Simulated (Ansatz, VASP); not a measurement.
# I: VASP beside Ansatz

```
I
1.0
     0.00000    2.36560    3.90984
     2.19225    0.00000    3.90984
     2.19225    2.36560    0.00000
I
1
Direct
  0.00000 0.00000 0.00000
```

Alike in both runs: task single point; functional PBE; dispersion D3(BJ); k mesh 6 × 6 × 6; occupations gaussian, width 0.1 eV; no spin polarisation.

|  | VASP | Ansatz |
| --- | --- | --- |
| version | VASP 6.6.1 | Ansatz 0.2.0 |
| potentials or method | VASP PAW PBE potentials, release 64 (I) | scalar-relativistic, plane waves, PAW |
| plane-wave cutoff (eV) | 520 | 420 |
| valence electrons in the cell | 7 | 17 |

VASP gave:

```
gap on the k mesh at the Fermi level (eV)       : none
pressure (GPa)                                  : -0.8
largest component of the traceless stress (GPa) : 0.11
```

Question: Which values does Ansatz return?

Answer: gap on the k mesh at the Fermi level (eV): none; pressure (GPa): -0.8; largest component of the traceless stress (GPa): 0.09.

A gap of «none» marks a metal or a gap that the smearing closes. The two sets of potentials don't hold the same shells in valence.

Caveats: an odd number of electrons without spin polarisation forces a metal; a magnetic or distorted state may lie lower; pairwise dispersion overbinds metals, which lowers pressure and volume. Spin-orbit coupling is left out, which matters for the levels of I.
